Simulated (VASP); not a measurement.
# MoS2 in VASP: a series of runs

One sheet, MoS2, is run at these levels: PBEsol+D3(BJ); tasks: single point.

Everything below comes from runs of VASP 6.6.1. Logs are shortened: lines on timing, memory, paths and dates and some standing lists are left out, and cuts for length are marked.

### 1 Starting point

The cell holds a sheet with vacuum, 3 atoms: a = 3.117 Å, b = 3.117 Å, c = 30.040 Å, α = 90.00°, β = 90.00°, γ = 120.00°.

The cell was built by a generator and needn't be a form met in nature.

### 2 Single point, PBEsol+D3(BJ)

INCAR

```
PREC = Accurate
ENCUT = 520
EDIFF = 1E-7
ISMEAR = 0
SIGMA = 0.03
LREAL = False
LASPH = True
NELM = 100
ALGO = Normal
ISIF = 2
LWAVE = False
LCHARG = False
LDIPOL = True
IDIPOL = 3
DIPOL = 0.5 0.5 0.285
GGA = PS
IVDW = 12
NBANDS = 20
```

KPOINTS

```
regular mesh
0
Gamma
  12 12 1
```

POSCAR

```
MoS2
1.0
    3.1167683207      0.0000000000      0.0000000000
   -1.5583841603      2.6992005434      0.0000000000
    0.0000000000      0.0000000000     30.0399999981
S Mo
2 1
Direct
    0.6666666667      0.3333333333      0.2328852660
    0.6666666667      0.3333333333      0.3370215250
    0.3333333333      0.6666666667      0.2849533955
```

Potentials or basis: VASP PAW PBE potentials, release 64 (S, Mo_sv).

Command:

```
> cat potpaw_PBE.64/S/POTCAR potpaw_PBE.64/Mo_sv/POTCAR > POTCAR
> mpirun -np 1 vasp_std > vasp.out
```

OUTCAR:

```text
PREC = Accurate
   ENCUT = 520
   EDIFF = 1E-7
   ISMEAR = 0
   LREAL = False
   LASPH = True
   NELM = 100
   ISIF = 2
   GGA = PS
   IVDW = 12
 IVDW          = 12

 ion  position               nearest neighbor table
   1  0.667  0.333  0.233-   3 2.38   3 2.38   3 2.38
   2  0.667  0.333  0.337-   3 2.38   3 2.38   3 2.38
   3  0.333  0.667  0.285-   1 2.38   2 2.38   1 2.38   2 2.38   1 2.38   2 2.38

  LATTYP: Found a hexagonal cell.
 ALAT       =     3.1167683207
 C/A-ratio  =     9.6381883115

  Lattice vectors:

 A1 = (   3.1167683207,   0.0000000000,   0.0000000000)
 A2 = (  -1.5583841603,   2.6992005434,   0.0000000000)
 A3 = (   0.0000000000,   0.0000000000,  30.0399999981)

Analysis of symmetry for initial positions (statically):
=====================================================================
 Subroutine PRICEL returns:
 Original cell was already a primitive cell.

 Routine SETGRP: Setting up the symmetry group for a
 hexagonal supercell.

 Subroutine GETGRP returns: Found 12 space group operations
 (whereof  6 operations were pure point group operations)
 out of a pool of 24 trial point group operations.

The static configuration has the point symmetry C_3v.
 The point group associated with its full space group is D_3h.

Analysis of symmetry for dynamics (positions and initial velocities):
=====================================================================
 Subroutine PRICEL returns:
 Original cell was already a primitive cell.

 Routine SETGRP: Setting up the symmetry group for a
 hexagonal supercell.

 Subroutine GETGRP returns: Found 12 space group operations
 (whereof  6 operations were pure point group operations)
 out of a pool of 24 trial point group operations.

The dynamic configuration has the point symmetry C_3v.
 The point group associated with its full space group is D_3h.

 Subroutine INISYM returns: Found 12 space group operations
 (whereof  6 operations are pure point group operations),
 and found     1 'primitive' translations

----------------------------------------------------------------------------------------

                                     Primitive cell

  volume of cell :     252.7200

  direct lattice vectors                    reciprocal lattice vectors
     3.116768321  0.000000000  0.000000000     0.320845150  0.185240034  0.000000000
    -1.558384160  2.699200543  0.000000000     0.000000000  0.370480068  0.000000000
     0.000000000  0.000000000 30.039999998     0.000000000  0.000000000  0.033288948

  length of vectors
     3.116768321  3.116768321 30.039999998     0.370480068  0.370480068  0.033288948

  position of ions in fractional coordinates (direct lattice)
     0.666666667  0.333333333  0.232885266
     0.666666667  0.333333333  0.337021525
     0.333333333  0.666666667  0.284953395

  ion indices of the primitive-cell ions
   primitive index   ion index
                 1           1
                 2           2
                 3           3

----------------------------------------------------------------------------------------

 KPOINTS: regular mesh

Automatic generation of k-mesh.
 Grid dimensions read from file:
 generate k-points for:   12   12    1

 Generating k-lattice:

  Cartesian coordinates                     Fractional coordinates (reciprocal lattice)
     0.026737096  0.015436669  0.000000000     0.083333333  0.000000000  0.000000000
     0.000000000  0.030873339  0.000000000     0.000000000  0.083333333  0.000000000
     0.000000000  0.000000000  0.033288948     0.000000000  0.000000000  1.000000000

  Length of vectors
     0.030873339  0.030873339  0.033288948

  Shift w.r.t. Gamma in fractional coordinates (k-lattice)
     0.000000000  0.000000000  0.000000000

 Subroutine IBZKPT returns following result:
 ===========================================

 Found     19 irreducible k-points:

 Following reciprocal coordinates:
            Coordinates               Weight
  0.000000  0.000000  0.000000      1.000000
  0.083333  0.000000  0.000000      6.000000
  0.166667  0.000000  0.000000      6.000000
  0.250000  0.000000  0.000000      6.000000
  0.333333  0.000000  0.000000      6.000000
  0.416667 -0.000000  0.000000      6.000000
[... 11 lines left out ...]
  0.333333  0.250000  0.000000     12.000000
  0.333333  0.333333  0.000000      2.000000
   k-points           NKPTS =     19   k-points in BZ     NKDIM =     19   number of bands    NBANDS=     20
   number of dos      NEDOS =    301   number of ions     NIONS =      3
   total plane-waves  NPLWV = 129024
   dimension x,y,z NGX =    24 NGY =   24 NGZ =  224
   dimension x,y,z NGXF=    48 NGYF=   48 NGZF=  448
   ions per type =               2   1
   NGX,Y,Z   is equivalent  to a cutoff of  12.80, 12.80, 12.40 a.u.
   NGXF,Y,Z  is equivalent  to a cutoff of  25.60, 25.60, 24.79 a.u.
 SYSTEM =  unknown system
   PREC   = accura    normal or accurate (medium, high low for compatibility)
   ISTART =      0    job   : 0-new  1-cont  2-samecut
   ICHARG =      2    charge: 1-file 2-atom 10-const
   ISPIN  =      1    spin polarized calculation?
   LNONCOLLINEAR =      F non collinear calculations
   LSORBIT =      F    spin-orbit coupling
   LASPH  =      T    aspherical Exc in radial PAW
   ENCUT  =  520.0 eV  38.22 Ry    6.18 a.u.   5.80  5.80 55.85*2*pi/ulx,y,z
   NELM   =    100;   NELMIN=  2; NELMDL= -5     # of ELM steps
   EDIFF  = 0.1E-06   stopping-criterion for ELM
   LREAL  =      F    real-space projection
   EDIFFG = 0.1E-05   stopping-criterion for IOM
   NSW    =      0    number of steps for IOM
   IBRION =     -1    ionic relax: 0-MD 1-quasi-New 2-CG
   NFREE  =      0    steps in history (QN), initial steepest desc. (CG)
   ISIF   =      2    stress and relaxation
   ISYM   =      2    0-nonsym 1-usesym 2-fastsym
   POTIM  = 0.5000    time-step for ionic-motion
   TEBEG  =    0.0;   TEEND  =   0.0 temperature during run
   PSTRESS=    0.0 pullay stress
   NELECT =      26.0000    total number of electrons
   NUPDOWN=      -1.0000    fix difference up-down
   EMIN   =  10.00;   EMAX   =-10.00  energy-range for DOS
   EFERMI =   0.00;   METHOD = LEGACY
   ISMEAR =     0;   SIGMA  =   0.03  broadening in eV -4-tet -1-fermi 0-gaus
   EFERMI_NEDOS =   21; number of points for ismear=-14 and -15
   IALGO  =     38    algorithm
   IMIX   =      4    mixing-type and parameters
     AMIX     =   0.40;   BMIX     =  1.00
     AMIX_MAG =   1.60;   BMIX_MAG =  1.00
  volume/ion in A,a.u.               =      84.24       568.48
  Fermi-wavevector in a.u.,A,eV,Ry     =   0.767101  1.449611  8.006273  0.588444
  Thomas-Fermi vector in A             =   1.867585
   LORBIT       =      0    0 simple, 1 ext, 2 COOP (PROOUT), +10 PAW based schemes
   GGA     = PS    functional components
   LHFCALC =     F    Hartree Fock is set to
   AEXX    =    0.0000 exact exchange contribution
   IVDW    =    12    specifies the selected vdW correction
   LEPSILON=     F    determine dielectric tensor
   LRPA    =     F    only Hartree local field effects (RPA)
 non-spin polarized calculation
 Gauss-broadening in eV      SIGMA  =   0.03
  energy-cutoff  :      520.00
  volume of cell :      252.72
 maximum number of plane-waves:      6854
 NGX is ok and might be reduce to    24
   NGX = 11   NGY = 11   NGZ =111

 dipolmoment           0.000000      0.000000     -0.000005 electrons x Angstroem

 number of electron      25.9999999 magnetization

 dipolmoment           0.000000      0.000000      0.000000 electrons x Angstroem

 Free energy of the ion-electron system (eV)
  ---------------------------------------------------
  ext. energy  EPLUGINS =         0.00000000
  ---------------------------------------------------
  free energy    TOTEN  =       -23.41915237 eV

  energy without entropy =      -23.41915237  energy(sigma->0) =      -23.41915237

 E-fermi :  -2.8940     XC(G=0):  -2.6098

 val. band max:       -3.2270509269   @ k =   0.3333   0.3333   0.0000
 cond. band min:      -1.3258093440   @ k =   0.3333   0.3333   0.0000
 fundamental gap:      1.9012415829
 Fermi energy:        -2.8939585092

 k-point     1 :       0.0000    0.0000    0.0000
  band No.  band energies     occupation
      1     -63.9101      2.00000
      2     -38.1406      2.00000
      3     -37.8443      2.00000
      4     -37.8443      2.00000
      5     -17.5327      2.00000
      6     -16.1750      2.00000
[... 12 lines left out ...]
     19       2.3786      0.00000
     20       2.7681      0.00000

 k-point     2 :       0.0833    0.0000    0.0000
  band No.  band energies     occupation
      1     -63.9068      2.00000
      2     -38.1342      2.00000
      3     -37.8765      2.00000
      4     -37.8515      2.00000
      5     -17.4194      2.00000
      6     -16.1279      2.00000
[... 12 lines left out ...]
     19       2.5208      0.00000
     20       2.9185      0.00000

 k-point     3 :       0.1667    0.0000    0.0000
  band No.  band energies     occupation
      1     -63.8976      2.00000
      2     -38.1167      2.00000
      3     -37.9639      2.00000
      4     -37.8713      2.00000
      5     -17.0964      2.00000
      6     -15.9938      2.00000
[... 12 lines left out ...]
     19       2.9373      0.00000
     20       3.3483      0.00000

 k-point     4 :       0.2500    0.0000    0.0000
  band No.  band energies     occupation
      1     -63.8851      2.00000
      2     -38.0927      2.00000
      3     -38.0814      2.00000
      4     -37.8983      2.00000
      5     -16.6157      2.00000
      6     -15.7959      2.00000
[... 314 lines left out ...]
 k-point    18 :       0.3333    0.2500    0.0000
  band No.  band energies     occupation
      1     -63.8553      2.00000
      2     -38.2305      2.00000
      3     -38.0878      2.00000
      4     -38.0357      2.00000
      5     -15.2003      2.00000
      6     -15.1868      2.00000
[... 12 lines left out ...]
     19       5.0967      0.00000
     20       6.1653      0.00000

 k-point    19 :       0.3333    0.3333    0.0000
  band No.  band energies     occupation
      1     -63.8536      2.00000
      2     -38.1951      2.00000
      3     -38.1427      2.00000
      4     -38.0324      2.00000
      5     -15.1381      2.00000
      6     -15.1085      2.00000
[... 12 lines left out ...]
     19       4.3908      0.00000
     20       6.4559      0.00000

------------------------ aborting loop because EDIFF is reached ----------------------------------------

 vacuum level on the upper side and lower side of the slab       (xc-potential included)        -0.008        -0.008

 Edisp (eV)   -0.74972

 E8    (eV) :    -0.4918

  FORCE on cell =-STRESS in cart. coord.  units (eV):
  Direction    XX          YY          ZZ          XY          YZ          ZX
  --------------------------------------------------------------------------------------
  -------------------------------------------------------------------------------------
  Total      -0.00537    -0.00537    -0.02678    -0.00000     0.00000    -0.00000
  in kB      -0.03402    -0.03402    -0.16977    -0.00000     0.00000    -0.00000
  external pressure =       -0.08 kB  Pullay stress =        0.00 kB

 VOLUME and BASIS-vectors are now :
 -----------------------------------------------------------------------------
  energy-cutoff  :      520.00
  volume of cell :      252.72
      direct lattice vectors                 reciprocal lattice vectors
     3.116768321  0.000000000  0.000000000     0.320845150  0.185240034  0.000000000
    -1.558384160  2.699200543  0.000000000     0.000000000  0.370480068  0.000000000
     0.000000000  0.000000000 30.039999998     0.000000000  0.000000000  0.033288948

 POSITION                                       TOTAL-FORCE (eV/Angst)
 -----------------------------------------------------------------------------------
      1.55838      0.89973      6.99587         0.000000      0.000000      0.000454
      1.55838      0.89973     10.12413         0.000000      0.000000     -0.000454
     -0.00000      1.79947      8.56000        -0.000000     -0.000000      0.000000
 -----------------------------------------------------------------------------------
    total drift:                                0.000000     -0.000000     -0.000040

  FREE ENERGIE OF THE ION-ELECTRON SYSTEM (eV)
  ---------------------------------------------------
  free  energy   TOTEN  =       -24.1688692160 eV

  energy  without entropy=      -24.1688692160  energy(sigma->0) =      -24.16886922

 vacuum level on the upper side and lower side of the slab         2.672         2.671
```

Run time: 93 s. Hardware: 1 thread of Intel Xeon 6975P-C (Granite Rapids), shared host; peak memory 0.37 GiB.

What came out:

```
Free energy                : -24.1689 eV
Band gap on the k mesh     : 1.90 eV, direct
Dispersion energy per atom : -0.250 eV
```

Levels at points of the mesh, in eV from the valence-band top:
```csv
k point,band 9,band 10,band 11,band 12,band 13,band 14,band 15,band 16,band 17,band 18
"(0.00, 0.00, 0.00)",-2.59,-1.95,-1.42,-1.42,-0.17,2.95,2.95,3.21,3.21,5.50
"(0.50, 0.00, 0.00)",-4.23,-3.20,-2.01,-0.83,-0.68,2.50,2.98,3.98,4.53,6.25
```

Caveat: the PAW data sets were made with another functional, which shifts forces and pressure a little.

### 3 Single point, PBEsol+D3(BJ)

This run uses another cell than the first one, of 49.66 Å³/atom, 0.590 times its volume.

INCAR

```
  PREC = Accurate
  ENCUT = 520
  EDIFF = 1E-7
  ISMEAR = 0
  SIGMA = 0.03
  LREAL = False
  LASPH = True
  NELM = 100
  ALGO = Normal
  ISIF = 2
  LWAVE = False
  LCHARG = False
  LDIPOL = True
  IDIPOL = 3
  DIPOL = 0.5 0.5 0.500
  GGA = PS
  IVDW = 12
  NBANDS = 20
```

KPOINTS

```
Automatic mesh
0
Gamma
  12 12 1
```

POSCAR

```
MoS2
1.0
    3.1700000000      0.0000000000      0.0000000000
   -1.5850000000      2.7453005300      0.0000000000
    0.0000000000      0.0000000000     17.1200000000
S Mo
2 1
Direct
    0.6666670000      0.3333330000      0.4088785047
    0.6666670000      0.3333330000      0.5911214953
    0.3333330000      0.6666670000      0.5000000000
```

Potentials or basis: VASP PAW PBE potentials, release 64 (S, Mo_sv).

Command:

```
> cat potpaw_PBE.64/S/POTCAR potpaw_PBE.64/Mo_sv/POTCAR > POTCAR
> mpirun -np 1 vasp_std > vasp.out
```

OUTCAR:

```text
PREC = Accurate
   ENCUT = 520
   EDIFF = 1E-7
   ISMEAR = 0
   LREAL = False
   LASPH = True
   NELM = 100
   ISIF = 2
   GGA = PS
   IVDW = 12
 IVDW          = 12

 ion  position               nearest neighbor table
   1  0.667  0.333  0.409-   3 2.40   3 2.40   3 2.40
   2  0.667  0.333  0.591-   3 2.40   3 2.40   3 2.40
   3  0.333  0.667  0.500-   1 2.40   2 2.40   1 2.40   2 2.40   1 2.40   2 2.40

  LATTYP: Found a hexagonal cell.
 ALAT       =     3.1700000000
 C/A-ratio  =     5.4006309148

  Lattice vectors:

 A1 = (   3.1700000000,   0.0000000000,   0.0000000000)
 A2 = (  -1.5850000000,   2.7453005300,   0.0000000000)
 A3 = (   0.0000000000,   0.0000000000,  17.1200000000)

Analysis of symmetry for initial positions (statically):
=====================================================================
 Subroutine PRICEL returns:
 Original cell was already a primitive cell.

 Routine SETGRP: Setting up the symmetry group for a
 hexagonal supercell.

 Subroutine GETGRP returns: Found 12 space group operations
 (whereof 12 operations were pure point group operations)
 out of a pool of 24 trial point group operations.

The static configuration has the point symmetry D_3h.

[... 164 lines left out ...]
 fundamental gap:      1.7208328718
 Fermi energy:        -1.2586768990

 k-point     1 :       0.0000    0.0000    0.0000
  band No.  band energies     occupation
      1     -62.1244      2.00000
      2     -36.3121      2.00000
      3     -36.0834      2.00000
      4     -36.0834      2.00000
      5     -15.4965      2.00000
      6     -14.1622      2.00000
[... 426 lines left out ...]
     19       6.2213      0.00000
     20       8.2542      0.00000

------------------------ aborting loop because EDIFF is reached ----------------------------------------

 vacuum level on the upper side and lower side of the slab       (xc-potential included)        -0.087        -0.087

 Edisp (eV)   -0.72686

 E8    (eV) :    -0.4754

  FORCE on cell =-STRESS in cart. coord.  units (eV):
  Direction    XX          YY          ZZ          XY          YZ          ZX
  --------------------------------------------------------------------------------------
  -------------------------------------------------------------------------------------
  Total      -1.84688    -1.84688    -0.88535     0.00000    -0.00000     0.00000
  in kB     -19.86077   -19.86077    -9.52074     0.00000    -0.00000     0.00000
  external pressure =      -16.41 kB  Pullay stress =        0.00 kB

 VOLUME and BASIS-vectors are now :
 -----------------------------------------------------------------------------
  energy-cutoff  :      520.00
  volume of cell :      148.99
      direct lattice vectors                 reciprocal lattice vectors
     3.170000000  0.000000000  0.000000000     0.315457413  0.182129422  0.000000000
    -1.585000000  2.745300530  0.000000000     0.000000000  0.364258845  0.000000000
     0.000000000  0.000000000 17.120000000     0.000000000  0.000000000  0.058411215

 POSITION                                       TOTAL-FORCE (eV/Angst)
 -----------------------------------------------------------------------------------
      1.58500      0.91510      7.00000        -0.000000     -0.000000      0.271930
      1.58500      0.91510     10.12000        -0.000000     -0.000000     -0.271930
     -0.00000      1.83020      8.56000         0.000000      0.000000      0.000000
 -----------------------------------------------------------------------------------
    total drift:                                0.001318     -0.000761      0.000000

  FREE ENERGIE OF THE ION-ELECTRON SYSTEM (eV)
  ---------------------------------------------------
  free  energy   TOTEN  =       -24.1417231180 eV

  energy  without entropy=      -24.1417231180  energy(sigma->0) =      -24.14172312

 vacuum level on the upper side and lower side of the slab         4.500         4.500
```

OSZICAR:

```text
N       E                     dE             d eps       ncg     rms          rms(c)
DAV:   1     0.160077442253E+03    0.16008E+03   -0.13825E+04   976   0.106E+03
DAV:   2    -0.146331702296E+02   -0.17471E+03   -0.17149E+03  1044   0.245E+02
DAV:   3    -0.247593471079E+02   -0.10126E+02   -0.10038E+02   972   0.539E+01
DAV:   4    -0.249220086999E+02   -0.16266E+00   -0.16249E+00  1000   0.734E+00
[... 14 lines left out ...]
DAV:  19    -0.234148508621E+02   -0.12060E-04   -0.72036E-07   896   0.395E-03    0.135E-03
DAV:  20    -0.234148605677E+02   -0.97057E-05   -0.64699E-07   852   0.225E-03    0.752E-04
DAV:  21    -0.234148626203E+02   -0.20526E-05   -0.11109E-07   804   0.830E-04    0.506E-04
DAV:  22    -0.234148628447E+02   -0.22439E-06   -0.60309E-09   668   0.335E-04    0.143E-04
DAV:  23    -0.234148628913E+02   -0.46647E-07   -0.10043E-09   552   0.142E-04
   1 F= -.24141723E+02 E0= -.24141723E+02  d E =-.200732E-12
```

Wall time 43 s (1 thread of Intel Xeon 6975P-C (Granite Rapids), shared host); peak memory 0.27 GiB.

What came out:

- Free energy: -24.1417 eV
- Largest force: 0.272 eV/Å
- Band gap on the k mesh: 1.72 eV, direct
- Dispersion energy per atom: -0.242 eV

Forces on the atoms (eV/Å):
```
S    0.000  0.000  0.272
S    0.000  0.000 -0.272
Mo   0.000  0.000  0.000
```

Levels at points of the mesh, in eV from the valence-band top:
| k point | band 11 | band 12 | band 13 | band 14 | band 15 | band 16 |
| --- | --- | --- | --- | --- | --- | --- |
| (0.00, 0.00, 0.00) | -1.47 | -1.47 | -0.01 | 2.82 | 2.82 | 3.09 |
| (0.50, 0.00, 0.00) | -1.87 | -0.93 | -0.63 | 2.31 | 2.83 | 3.91 |

Caveat: the PAW data sets were made with another functional, which shifts forces and pressure a little. Expect the measured gap to be larger: semilocal functionals such as PBEsol lack the derivative discontinuity.
